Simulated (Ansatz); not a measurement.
# SnTe under changes of volume

One of the cells (31.281 Å³/atom); the others are scaled copies at fixed shape and fractional positions:

```
Te Sn
1.0
     0.00000    3.15085    3.15085
     3.15085    0.00000    3.15085
     3.15085    3.15085    0.00000
Te Sn
1 1
Direct
  0.50000 0.50000 0.50000
  0.00000 0.00000 0.00000
```

| Item | Value |
| --- | --- |
| Program | Ansatz 0.2.0 |
| Functional | m-r2SCAN |
| Potentials or basis | Ansatz PAW |
| Cutoff | 500 eV (not typed: the program's choice for these potentials) |
| k mesh | 7 × 7 × 7 |
| Occupations | fermi-dirac, width 0.05 eV |
| Spin | no spin polarisation |

```tsv
volume (Å³/atom)	energy over the lowest point (meV/atom)	pressure (GPa)
29.404	?	?
30.030	24.72	3.7
30.656	12.41	2.6
31.281	4.47	1.5
31.907	0.47	0.6
32.532	0.00	-0.3
33.158	2.73	-1.1
```

What does the run at 29.404 Å³/atom give?

Energy over the lowest point 41.90 meV/atom; pressure 5.1 GPa.

Worked out: A Birch-Murnaghan fit of order 3 (a polynomial in V^(-2/3)) to the other rows has its minimum at 32.30 Å³/atom with B0 = V·E''(V) = 44 GPa and B' = 4.4. It gives 41.90 meV/atom at 29.404 Å³/atom, against the run's 41.90, and -dE/dV = 5.1 GPa, against 5.1.

Energies are extrapolated to zero smearing.

Caveats: the PAW data sets come from PBE, with cores solved anew for the run's functional, which leaves a small shift of forces and pressure.
